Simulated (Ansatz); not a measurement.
# Molecular dynamics of Si8HO16

Input:

```yaml
crystal:
  lattice:
    - [-4.118, -4.118, 0.0]
    - [4.118, -4.118, 0.0]
    - [0.0, 0.0, 5.298]
  atoms:
    - { symbol: Si, position: [0.50558434, 0.50293453, 0.00038495] }
    - { symbol: Si, position: [0.00277409, 0.49384662, 0.24952481] }
    - { symbol: O, position: [0.20064519, 0.49531484, 0.00038534] }
    - { symbol: O, position: [-0.0042912, 0.19132758, 0.24717344] }
    - { symbol: O, position: [0.8095136, 0.50263741, 0.00038321] }
    - { symbol: O, position: [0.00442742, 0.80082165, 0.24971121] }
    - { symbol: Si, position: [0.50449761, 0.50025509, 0.50038489] }
    - { symbol: Si, position: [0.00278092, 0.49384252, 0.75124557] }
    - { symbol: O, position: [0.19711312, 0.46492276, 0.5003833], spin: 0.09 }
    - { symbol: O, position: [-0.00428605, 0.19132834, 0.75359418] }
    - { symbol: O, position: [0.80849454, 0.50112181, 0.5003846] }
    - { symbol: O, position: [0.00443098, 0.80082254, 0.7510543] }
    - { symbol: Si, position: [0.00246857, -0.0041411, 0.0003831] }
    - { symbol: Si, position: [0.50527455, 0.00495568, 0.24952038] }
    - { symbol: O, position: [0.69854636, -0.00384357, 0.00038072] }
    - { symbol: O, position: [0.50365239, 0.69797305, 0.24970255] }
    - { symbol: O, position: [0.3074134, 0.0034736, 0.00038359] }
    - { symbol: O, position: [0.5123488, 0.30746554, 0.24717924] }
    - { symbol: Si, position: [0.00354063, -0.00144502, 0.50038475] }
    - { symbol: Si, position: [0.50527144, 0.00495594, 0.75124435] }
    - { symbol: O, position: [0.69955912, -0.00234013, 0.50038277] }
    - { symbol: O, position: [0.5036487, 0.69797106, 0.75106618] }
    - { symbol: O, position: [0.31093689, 0.03385803, 0.50038117], spin: 0.09 }
    - { symbol: O, position: [0.5123449, 0.30746525, 0.75359012] }
    - { symbol: H, position: [0.25409389, 0.74939698, 0.50038347], spin: 0.51 }
magnetization:
  spin_polarized: true
basis:
  ecutwfc: 420.0
kpoints:
  mp_grid: { grid: [2, 2, 2] }
hamiltonian:
  xc: pbe
  dispersion: d3bj
  pseudopotentials: { kind: paw, azcp: { folder: soft_1 } }
scf:
  occupations: { method: fermi_dirac, width: 0.05 }
  lower_state_search: "off"
md:
  timestep: 0.5
  n_steps: 200
  ensemble: nvt_langevin
  temperature: 1500.0
  initial_velocities: maxwell_boltzmann
  seed: 945798
  friction: 0.05
```

Command:

```bash
$ ansatz run input.yaml --threads 2 --pin off --max-ram 5120MiB --backend cpu --events-out ev --progress --plain --runs-dir out
```

It starts from a relaxed structure.

Output, in part (warnings, step lines):

```
WARN: dispersion: an atom stands within reach of a switch of its C6 between two reference coordination numbers of its element: through that C6 alone, e_disp changes by 0.025 eV or more while the distances to its neighbours run over a stretch of 0.05 Å that contains this geometry (sites counted from …
md step     0: t =     0.00 fs  T =  1440.0 K  F+E_penalty+E_count = -14204.12851816 eV  E_kin = 4.653360 eV  (10 SCF iters)
[... lines left out ...]
```

The steps, from the saved trajectory:

```tsv
time (fs)	T (K)	potential energy less start (eV)
0	1440	0.000
3	1598	0.620
6	1420	2.181
9	927	3.668
12	742	4.615
15	791	4.968
18	1086	4.593
21	1739	3.951
24	1557	4.020
27	1271	4.584
30	1184	5.005
33	1253	4.730
36	1347	4.203
39	1230	4.291
42	1152	4.684
45	1199	4.833
48	1477	4.537
51	1416	4.317
54	1457	4.175
57	1381	4.278
60	1636	4.317
63	1540	4.333
66	1533	4.328
69	1420	4.541
72	1640	4.835
75	1444	4.278
78	1400	3.833
81	1518	3.737
84	1473	4.001
87	1221	4.641
90	1247	4.384
93	1435	3.563
96	1615	3.162
99	1793	3.260
```

The run went to its last step. A run of 0.1 ps of so small a system gives no equilibrium averages. Limits of this set-up: coarse k mesh, a small cell, in which the defect meets its images.

Mean squared displacements from the first frame to the last, about the centre of mass: Si 0.01 Å², O 0.02 Å², H 0.01 Å².

Last frame:

```xyz
25
Lattice="-4.1180 -4.1180 0.0000 4.1180 -4.1180 0.0000 0.0000 0.0000 5.2980" Properties=species:S:1:pos:R:3
Si -0.004 -4.197 0.220
Si 2.035 -2.094 1.485
O 1.260 -3.054 0.190
O 0.714 -0.930 1.472
O -1.357 -5.343 0.202
O 3.203 -3.370 1.618
Si -0.210 -4.151 2.919
Si 1.954 -2.015 4.113
O 1.171 -2.853 2.892
O 0.760 -0.805 4.120
O -1.354 -5.376 2.788
O 3.312 -3.192 4.208
Si -0.080 -0.120 0.263
Si -2.108 -2.083 1.561
O -2.761 -3.012 0.297
O 0.728 -5.015 1.637
O -1.333 -1.271 0.223
O -0.870 -3.213 1.509
Si -0.046 0.115 2.897
Si -2.102 -2.277 4.257
O -2.945 -2.829 2.885
O 0.594 -5.015 4.250
O -1.203 -1.479 2.889
O -0.972 -3.497 4.255
H 1.890 -4.128 2.906
```

Run time: 23 min on 2 threads of Arm Neoverse V2 (shared host), peak memory 0.63 GiB.
